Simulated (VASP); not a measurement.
# Cs (C2/m) in VASP: notebook, part 2 of 2

VASP 6.6.1. Earlier steps stand in the parts before.

**3. Single point, PBEsol**

Contents of INCAR:

```
ADDGRID = False
ALGO = Normal
EDIFF = 1E-5
ENCUT = 400
GGA = PS
ISIF = 2
ISMEAR = 1
LASPH = True
LCHARG = False
LREAL = False
LWAVE = False
NELM = 100
PREC = Accurate
SIGMA = 0.1
```

Contents of KPOINTS:

```
k-points
0
Gamma
  8 8 8
```

Contents of POSCAR:

```
Cs
1.0
    3.0286440000     -4.4025590000     -0.0553060000
    2.9811710000      4.3695220000      0.0984760000
   -2.5313490000      0.0923220000      4.3694900000
Cs
1
Direct
   -0.0054440000      0.0010830000      0.4979030000
```

Potentials or basis: VASP PAW PBE potentials, release 64 (Cs_sv).

The run is started by

```bash
> cat potpaw_PBE.64/Cs_sv/POTCAR > POTCAR
> mpirun -np 1 vasp_std > vasp.out
```

OUTCAR:

```text
EDIFF = 1E-5
   ENCUT = 400
   GGA = PS
   ISIF = 2
   ISMEAR = 1
   LASPH = True
   LREAL = False
   NELM = 100
   PREC = Accurate

 Found    260 irreducible k-points:

 Following reciprocal coordinates:
            Coordinates               Weight
  0.000000  0.000000  0.000000      1.000000
  0.125000 -0.000000 -0.000000      2.000000
  0.250000 -0.000000 -0.000000      2.000000
  0.375000 -0.000000  0.000000      2.000000
  0.500000 -0.000000 -0.000000      1.000000
 -0.000000  0.125000 -0.000000      2.000000
   k-points           NKPTS =    260   k-points in BZ     NKDIM =    260   number of bands    NBANDS=      8
   number of dos      NEDOS =    301   number of ions     NIONS =      1
   total plane-waves  NPLWV =  46656
   dimension x,y,z NGX =    36 NGY =   36 NGZ =   36
   dimension x,y,z NGXF=    72 NGYF=   72 NGZF=   72
   ions per type =               1
   NGX,Y,Z   is equivalent  to a cutoff of  11.20, 11.31, 11.85 a.u.
   NGXF,Y,Z  is equivalent  to a cutoff of  22.40, 22.62, 23.70 a.u.
 SYSTEM =  unknown system
   PREC   = accura    normal or accurate (medium, high low for compatibility)
   ISTART =      0    job   : 0-new  1-cont  2-samecut
   ICHARG =      2    charge: 1-file 2-atom 10-const
   ISPIN  =      1    spin polarized calculation?
   LNONCOLLINEAR =      F non collinear calculations
   LSORBIT =      F    spin-orbit coupling
   LASPH  =      T    aspherical Exc in radial PAW
   ENCUT  =  400.0 eV  29.40 Ry    5.42 a.u.   8.71  8.63  8.24*2*pi/ulx,y,z
   NELM   =    100;   NELMIN=  2; NELMDL= -5     # of ELM steps
   EDIFF  = 0.1E-04   stopping-criterion for ELM
   LREAL  =      F    real-space projection
   EDIFFG = 0.1E-03   stopping-criterion for IOM
   NSW    =      0    number of steps for IOM
   IBRION =     -1    ionic relax: 0-MD 1-quasi-New 2-CG
   NFREE  =      0    steps in history (QN), initial steepest desc. (CG)
   ISIF   =      2    stress and relaxation
   ISYM   =      2    0-nonsym 1-usesym 2-fastsym
   POTIM  = 0.5000    time-step for ionic-motion
   TEBEG  =    0.0;   TEEND  =   0.0 temperature during run
   PSTRESS=    0.0 pullay stress
   NELECT =       9.0000    total number of electrons
   NUPDOWN=      -1.0000    fix difference up-down
   EMIN   =  10.00;   EMAX   =-10.00  energy-range for DOS
   EFERMI =   0.00;   METHOD = LEGACY
   ISMEAR =     1;   SIGMA  =   0.10  broadening in eV -4-tet -1-fermi 0-gaus
   EFERMI_NEDOS =   21; number of points for ismear=-14 and -15
   IALGO  =     38    algorithm
   IMIX   =      4    mixing-type and parameters
     AMIX     =   0.40;   BMIX     =  1.00
     AMIX_MAG =   1.60;   BMIX_MAG =  1.00
  volume/ion in A,a.u.               =     115.62       780.22
  Fermi-wavevector in a.u.,A,eV,Ry     =   0.699009  1.320935  6.647991  0.488614
  Thomas-Fermi vector in A             =   1.782770
   LORBIT       =      0    0 simple, 1 ext, 2 COOP (PROOUT), +10 PAW based schemes
   GGA     = PS    functional components
   LHFCALC =     F    Hartree Fock is set to
   AEXX    =    0.0000 exact exchange contribution
   IVDW    =     0    specifies the selected vdW correction
   LEPSILON=     F    determine dielectric tensor
   LRPA    =     F    only Hartree local field effects (RPA)
 non-spin polarized calculation
 Methfessel and Paxton  Order N= 1 SIGMA  =   0.10
  energy-cutoff  :      400.00
  volume of cell :      115.62
 maximum number of plane-waves:      2122
   NGX = 17   NGY = 17   NGZ = 17

 number of electron       9.0000000 magnetization

 Free energy of the ion-electron system (eV)
  ---------------------------------------------------
  ext. energy  EPLUGINS =         0.00000000
  ---------------------------------------------------
  free energy    TOTEN  =        -0.93153734 eV

  energy without entropy =       -0.93133612  energy(sigma->0) =       -0.93147027

 E-fermi :   0.3698     XC(G=0):  -5.4618

 val. band max:        0.3696625759   @ k =   0.5000   0.3750   0.1250
 cond. band min:       0.3757393021   @ k =   0.5000   0.5000  -0.0000
 fundamental gap:      0.0060767262
 Fermi energy:         0.3697611568

 k-point     1 :       0.0000    0.0000    0.0000
  band No.  band energies     occupation
      1     -23.4956      2.00000
      2     -10.2259      2.00000
      3     -10.2171      2.00000
      4     -10.2000      2.00000
      5      -1.3150      2.00000
      6       2.5613      0.00000
      7       2.7984      0.00000
      8       3.0534      0.00000
[... 45 lines left out ...]
 k-point     6 :      -0.0000    0.1250   -0.0000
  band No.  band energies     occupation
      1     -23.4949      2.00000
      2     -10.2411      2.00000
      3     -10.2239      2.00000
      4     -10.2011      2.00000
      5      -1.1573      2.00000
      6       2.4524      0.00000
      7       2.5758      0.00000
      8       3.1450      0.00000

 [... further k-points ...]
[... 5 lines left out ...]
  --------------------------------------------------------------------------------------
  -------------------------------------------------------------------------------------
  Total       -0.0847503     -0.0852068     -0.0908690      0.0058341     -0.0018079     -0.0591235
  in kB       -1.1744464     -1.1807726     -1.2592372      0.0808474     -0.0250532     -0.8193170
  external PRESSURE =      -1.2048187 kB  Pullay stress =       0.0000000 kB

 VOLUME and BASIS-vectors are now :
 -----------------------------------------------------------------------------
  energy-cutoff  :      400.00
  volume of cell :      115.62
      direct lattice vectors                 reciprocal lattice vectors
     3.028644000 -4.402559000 -0.055306000     0.165058960 -0.114823640  0.098048647
     2.981171000  4.369522000  0.098476000     0.166342001  0.113250823  0.093973007
    -2.531349000  0.092322000  4.369490000    -0.001659677 -0.004005713  0.227982806

 POSITION                                       TOTAL-FORCE (eV/Angst)
 -----------------------------------------------------------------------------------
      1.75502     -4.32789      2.12068         0.000000      0.000000     -0.000000
 -----------------------------------------------------------------------------------
    total drift:                               -0.000009     -0.000001     -0.000001

  FREE ENERGIE OF THE ION-ELECTRON SYSTEM (eV)
  ---------------------------------------------------
  free  energy   TOTEN  =        -0.9315373423 eV

  energy  without entropy=       -0.9313361208  energy(sigma->0) =       -0.93147027
```

Run time: 51 s. Hardware: 1 thread of Intel Xeon Platinum 8488C (Sapphire Rapids), shared host; peak memory 0.3 GiB.

The run converged, but some of its settings lie outside the range that counts as converged, so its numbers aren't taken as properties of the crystal.

Results:

- Free energy: -0.9315 eV
- Pressure: -0.1 GPa
- Band gap on the k mesh: none (metal or under the smearing width)

Caveat: the PAW data sets were made with another functional, which shifts forces and pressure a little.

**4. Single point, PBEsol**

INCAR: that of step 3 with these lines changed.

```diff
@@ -1,4 +1,4 @@
-ADDGRID = False
+ADDGRID = True
 ALGO = Normal
-EDIFF = 1E-5
+EDIFF = 1E-6
 ENCUT = 400
```

KPOINTS is that of step 3.

Contents of POSCAR:

```
Cs
1.0
    3.0190110000     -4.3381320000      0.0000000000
    3.0190110000      4.3381320000      0.0000000000
   -2.5749360000      0.0000000000      4.4138870000
Cs
1
Direct
    0.0000000000      0.0000000000      0.5000000000
```

Potentials or basis: VASP PAW PBE potentials, release 64 (Cs_sv).

The run is started by

```bash
> cat potpaw_PBE.64/Cs_sv/POTCAR > POTCAR
> mpirun -np 1 vasp_std > vasp.out
```

OUTCAR:

```text
EDIFF = 1E-6
   ENCUT = 400
   GGA = PS
   ISIF = 2
   ISMEAR = 1
   LASPH = True
   LREAL = False
   NELM = 100
   PREC = Accurate

 Found    150 irreducible k-points:

 Following reciprocal coordinates:
            Coordinates               Weight
  0.000000  0.000000  0.000000      1.000000
  0.125000  0.000000 -0.000000      4.000000
  0.250000  0.000000 -0.000000      4.000000
  0.375000  0.000000 -0.000000      4.000000
  0.500000  0.000000 -0.000000      2.000000
  0.125000  0.125000 -0.000000      2.000000
   k-points           NKPTS =    150   k-points in BZ     NKDIM =    150   number of bands    NBANDS=      8
   number of dos      NEDOS =    301   number of ions     NIONS =      1
   total plane-waves  NPLWV =  46656
   dimension x,y,z NGX =    36 NGY =   36 NGZ =   36
   dimension x,y,z NGXF=    72 NGYF=   72 NGZF=   72
   ions per type =               1
   NGX,Y,Z   is equivalent  to a cutoff of  11.32, 11.32, 11.71 a.u.
   NGXF,Y,Z  is equivalent  to a cutoff of  22.65, 22.65, 23.42 a.u.
 SYSTEM =  unknown system
   PREC   = accura    normal or accurate (medium, high low for compatibility)
   ISTART =      0    job   : 0-new  1-cont  2-samecut
   ICHARG =      2    charge: 1-file 2-atom 10-const
   ISPIN  =      1    spin polarized calculation?
   LNONCOLLINEAR =      F non collinear calculations
   LSORBIT =      F    spin-orbit coupling
   LASPH  =      T    aspherical Exc in radial PAW
[... 52 lines left out ...]
 E-fermi :   0.3770     XC(G=0):  -5.4619

 val. band max:        0.3619335201   @ k =   0.0000   0.0000   0.5000
 cond. band min:       0.3826214697   @ k =   0.5000   0.3750  -0.0000
 fundamental gap:      0.0206879497
 Fermi energy:         0.3769766661

 k-point     1 :       0.0000    0.0000    0.0000
  band No.  band energies     occupation
      1     -23.4938      2.00000
      2     -10.2238      2.00000
      3     -10.2131      2.00000
      4     -10.2025      2.00000
      5      -1.3153      2.00000
      6       2.6111      0.00000
      7       2.7692      0.00000
      8       3.0708      0.00000
[... 45 lines left out ...]
 k-point     6 :       0.1250    0.1250   -0.0000
  band No.  band energies     occupation
      1     -23.4918      2.00000
      2     -10.2617      2.00000
      3     -10.2303      2.00000
      4     -10.2077      2.00000
      5      -0.8596      2.00000
      6       2.1811     -0.00000
      7       2.2633     -0.00000
      8       3.4427      0.00000

 [... further k-points ...]
[... 5 lines left out ...]
  --------------------------------------------------------------------------------------
  -------------------------------------------------------------------------------------
  Total       -0.0798546     -0.0749198     -0.0978076      0.0000000      0.0000000     -0.0465129
  in kB       -1.1066036     -1.0382175     -1.3553902      0.0000000      0.0000000     -0.6445624
  external PRESSURE =      -1.1667371 kB  Pullay stress =       0.0000000 kB

 VOLUME and BASIS-vectors are now :
 -----------------------------------------------------------------------------
  energy-cutoff  :      400.00
  volume of cell :      115.62
      direct lattice vectors                 reciprocal lattice vectors
     3.019011000 -4.338132000  0.000000000     0.165617151 -0.115256982  0.096616330
     3.019011000  4.338132000  0.000000000     0.165617151  0.115256982  0.096616330
    -2.574936000  0.000000000  4.413887000     0.000000000  0.000000000  0.226557680

 POSITION                                       TOTAL-FORCE (eV/Angst)
 -----------------------------------------------------------------------------------
     -1.28747      0.00000      2.20694         0.000000      0.000000      0.000000
 -----------------------------------------------------------------------------------
    total drift:                                0.000000     -0.000000      0.000000

  FREE ENERGIE OF THE ION-ELECTRON SYSTEM (eV)
  ---------------------------------------------------
  free  energy   TOTEN  =        -0.9322616264 eV

  energy  without entropy=       -0.9319768204  energy(sigma->0) =       -0.93216669
```

OSZICAR:

```text
N       E                     dE             d eps       ncg     rms          rms(c)
DAV:   1     0.541376763707E+02    0.54138E+02   -0.28012E+03  2400   0.619E+02
DAV:   2     0.314808712651E+01   -0.50990E+02   -0.50481E+02  3072   0.114E+02
DAV:   3    -0.883241269340E+00   -0.40313E+01   -0.40302E+01  2512   0.429E+01
DAV:   4    -0.931751438546E+00   -0.48510E-01   -0.48507E-01  4512   0.560E+00
DAV:   5    -0.931769853262E+00   -0.18415E-04   -0.18415E-04  2992   0.765E-02    0.130E-01
DAV:   6    -0.931800177667E+00   -0.30324E-04   -0.10739E-03  4464   0.194E-01    0.908E-02
DAV:   7    -0.932212180883E+00   -0.41200E-03   -0.32179E-03  3176   0.355E-01    0.311E-02
DAV:   8    -0.932260760157E+00   -0.48579E-04   -0.94157E-05  3544   0.769E-02    0.503E-03
DAV:   9    -0.932262021798E+00   -0.12616E-05   -0.31565E-06  4120   0.111E-02    0.279E-03
DAV:  10    -0.932261626381E+00    0.39542E-06   -0.66747E-07  3184   0.498E-03
   1 F= -.93226163E+00 E0= -.93216669E+00  d E =-.284806E-03
```

It took 39 s on 1 thread of Intel Xeon Platinum 8488C (Sapphire Rapids), shared host; peak memory 0.34 GiB.

These settings aren't checked as converged: the numbers below hold their error.

Results:

```yaml
Free_energy: -0.9323 eV
Pressure: -0.1 GPa
Band_gap_on_the_k_mesh: none (metal or under the smearing width)
```

Caveat: the PAW data sets were made with another functional, which shifts forces and pressure a little.

**5. The reference run**

An earlier run on the cell as given: functional PBE; potentials or basis VASP PAW PBE potentials, release 64 (Cs_sv); cutoff 520 eV; k mesh 6 × 6 × 6; occupations fermi-dirac, width 0.05 eV; no spin polarisation.

* Pressure: 0.0 GPa
* Band gap on the k mesh: none (metal or under the smearing width)
